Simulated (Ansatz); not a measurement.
Start of a relaxation of Mo3H:

```cif
data_structure
_symmetry_space_group_name_H-M 'I-4m2'
_symmetry_Int_Tables_number 119
_cell_length_a 3.2471
_cell_length_b 3.2471
_cell_length_c 10.0383
_cell_angle_alpha 90.000
_cell_angle_beta 90.000
_cell_angle_gamma 90.000
_cell_volume 105.84
loop_
_atom_site_label
_atom_site_type_symbol
_atom_site_symmetry_multiplicity
_atom_site_Wyckoff_symbol
_atom_site_fract_x
_atom_site_fract_y
_atom_site_fract_z
_atom_site_occupancy
H1 H 2 d 0.50000 0.00000 0.25000 1
Mo1 Mo 4 e 0.50000 0.50000 0.16000 1
Mo2 Mo 2 a 0.00000 0.00000 0.00000 1
```

Level of theory: DFT PBE, scalar-relativistic, plane waves, PAW (Ansatz). Cutoff 420 eV, Gaussian smearing, Γ-centred meshes. Cell and atoms relax first on a coarse mesh, the cell is then made exact in the group found at 0.06 to 0.08 Å, and last on a converged mesh; the steps can't lower the symmetry of their start. No spin polarisation.

A guess keeps its type if space group and coordination stay and the shape of the cell changes little (axis ratios within about 15 %, angles within 6°); the volume may change.

**Question.** Does this structure survive the relaxation?

**Answer.** It keeps its type. The symmetry stays I-4m2 (No. 119). The volume per atom shrinks by 4.7 %, from 13.2 to 12.6 Å³. The shortest distance goes from 1.86 Å (Mo–H) to 1.85 Å (Mo–H). The ratio c/a of the conventional cell changes by a factor of 0.97. Counting neighbours within 15 % of an atom's shortest distance, the start has H 4, Mo 2/12 and the end H 4, Mo 2/12.

The last run used a 16×16×16 mesh for its 4-atom cell and Gaussian smearing of 0.10 eV. A structure relaxed within its symmetry needn't be a true minimum. Another cell of the same search, in C2/m, lies 53 meV/atom lower, so this cell isn't the stable form at this level.

In counts of neighbours, a slash parts the counts of unlike sites.
